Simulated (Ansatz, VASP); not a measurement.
**FeO (Wuestite) in VASP and in Ansatz**

Contents of INCAR:

```
SYSTEM = FeO
ALGO = Normal ; EDIFF = 1E-6
ENCUT = 520 ; GGA = PS
ISIF = 2 ; ISMEAR = -1
ISPIN = 2 ; LASPH = .TRUE.
LCHARG = .FALSE. ; LMAXMIX = 4
LORBIT = 11 ; LREAL = .FALSE.
LWAVE = .FALSE. ; MAGMOM = 3 0
NBANDS = 18 ; NELM = 150
PREC = Accurate ; SIGMA = 0.05
```

Contents of KPOINTS:

```
k-points
0
G
  9 9 9
  0 0 0
```

Contents of POSCAR:

```
FeO
1.0
    0.0000000000      2.0691840000      2.1554000000
    2.0691840000      0.0000000000      2.1554000000
    2.0691840000      2.0691840000      0.0000000000
Fe O
1 1
Direct
    0.0000000000      0.0000000000      0.0000000000
    0.5000000000      0.5000000000      0.5000000000
```

Contents of input.yaml:

```yaml
crystal:
  lattice:
    - [0.0, 2.069184, 2.1554]
    - [2.069184, 0.0, 2.1554]
    - [2.069184, 2.069184, 0.0]
  atoms:
    - { symbol: Fe, position: [0.0, 0.0, 0.0], spin: 3.0 }
    - { symbol: O, position: [0.5, 0.5, 0.5] }
hamiltonian:
  xc: pbesol
  pseudopotentials: { kind: paw }
magnetization:
  spin_polarized: true
kpoints:
  mp_grid: { grid: [9, 9, 9] }
scf:
  occupations: { method: fermi_dirac, width: 0.05 }
output:
  forces: true
  stress: true
  eigenvalues: true
  write_density: true
  write_potential: true
  elf: true
  volumetric_format: npy
```

Alike in both runs: task single point; functional PBEsol; k mesh 9 × 9 × 9; occupations fermi-dirac, width 0.05 eV; collinear spin.

```csv
,VASP,Ansatz
version,VASP 6.6.1,Ansatz 0.2.0
potentials or method,"VASP PAW PBE potentials, release 64 (Fe, O)",Ansatz PAW
plane-wave cutoff (eV),520,420
valence electrons in the cell,14,22
```

```tsv
	VASP	Ansatz	Ansatz less VASP
gap on the k mesh at the Fermi level (eV)	none	none	-
pressure (GPa)	8.1	7.5	-0.60
largest component of the traceless stress (GPa)	3.90	3.72	-0.181
net moment per atom (μB)	1.96	1.96	+0.002
size of the moment on the site where the two differ most (μB)	3.54	3.33	-0.207
```

Site moments also hang on the region over which each program counts them. A gap of «none» marks a metal or a gap that the smearing closes. The two sets of potentials don't hold the same shells in valence.

Caveats: a cell with one magnetic atom can't hold antiferromagnetic order, which such compounds often take; semilocal functionals often make such compounds metallic where correlation or magnetic order opens a gap, which also shifts bond lengths; the PAW data sets were made with another functional, which shifts forces and pressure a little (VASP); the pressure holds a Pulay correction of +0.7 GPa for the finite cutoff (Ansatz); the PAW data sets come from PBE, with cores solved anew for the run's functional, which leaves a small shift of forces and pressure (Ansatz).
